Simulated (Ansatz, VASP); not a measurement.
# InSe: VASP beside Ansatz

```
In Se
1.0
     3.97214    0.00000    0.00000
    -1.98607    3.43997    0.00000
     0.00000    0.00000   16.27875
In Se
4 4
Cartesian
  0.0000 0.0000 9.5103
  0.0000 0.0000 6.7685
  0.0000 2.2933 14.9078
  0.0000 2.2933 1.3710
  1.9861 1.1467 13.6391
  1.9861 1.1467 2.6397
  0.0000 2.2933 10.7779
  0.0000 2.2933 5.5009
```

Measurements of this composition are mostly on another form, of space group No. 160.

Alike in both runs: functional LDA; k mesh 12 × 12 × 2; occupations gaussian, width 0.02 eV; no spin polarisation.

Ansatz relaxed the structure, and its values are those at the end. VASP's run is a single point on that final structure, the one shown.

```csv
,VASP,Ansatz
version,VASP 6.6.1,Ansatz 0.2.0
potentials or method,"VASP PAW LDA potentials, release 64 (In_d, Se)","scalar-relativistic, plane waves, PAW"
plane-wave cutoff (eV),520,420
valence electrons in the cell,76,116
```

|  | VASP | Ansatz | Ansatz less VASP |
| --- | --- | --- | --- |
| gap on the k mesh at the Fermi level (eV) | 0.20 | 0.19 | -0.012 |
| least direct gap on the mesh (eV) | 0.20 | 0.19 | -0.012 |
| pressure (GPa) | 0.1 | 0.0 | -0.15 |
| rms of the force components (eV/Å) | 0.012 | 0.000 | -0.0121 |

The two sets of potentials don't hold the same shells in valence.

Caveats: spin-orbit coupling is left out, which moves the levels of the heavy elements. As with any semilocal functional, this LDA gap is likely too small.
